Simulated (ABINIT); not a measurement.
AgBr:

```
Ag Br
1.0
     0.00000    2.87015    2.87015
     2.87015    0.00000    2.87015
     2.87015    2.87015    0.00000
Ag Br
1 1
Cartesian
  0.0000 0.0000 0.0000
  2.8702 2.8702 2.8702
```

Base run:

* Program: ABINIT 10.8.3 (patched build)
* Functional: PBEsol
* Potentials or basis: PseudoDojo NC SR PBEsol v0.4 stringent
* Cutoff: 1116 eV
* k mesh: 8 × 8 × 8
* Occupations: fermi-dirac, width 0.05 eV
* Spin: no spin polarisation

Its results: band gap on the k mesh 0.50 eV, indirect (least direct gap 2.45 eV); pressure -1.7 GPa.

Question: After a change of settings the same cell gave: band gap on the k mesh 0.67 eV, indirect (least direct gap 2.60 eV); pressure 2.3 GPa. Which change was it?
A. functional from PBEsol to r2SCAN; potentials or basis from PseudoDojo NC SR PBEsol v0.4 stringent to JTH PAW LDA v2.0; cutoff from 1116 eV to 544 eV; valence electrons from 36 to 18
B. potentials or basis from PseudoDojo NC SR PBEsol v0.4 stringent to PseudoDojo NC SR PBEsol v0.4.1 standard; valence electrons from 36 to 26
C. functional from PBEsol to PBE; potentials or basis from PseudoDojo NC SR PBEsol v0.4 stringent to JTH PAW PBE v2.0; cutoff from 1116 eV to 463 eV; valence electrons from 36 to 18
D. potentials or basis from PseudoDojo NC SR PBEsol v0.4 stringent to JTH PAW PBE v2.0; cutoff from 1116 eV to 463 eV; k mesh from 8 × 8 × 8 to 10 × 10 × 10; valence electrons from 36 to 18

Answer: C.
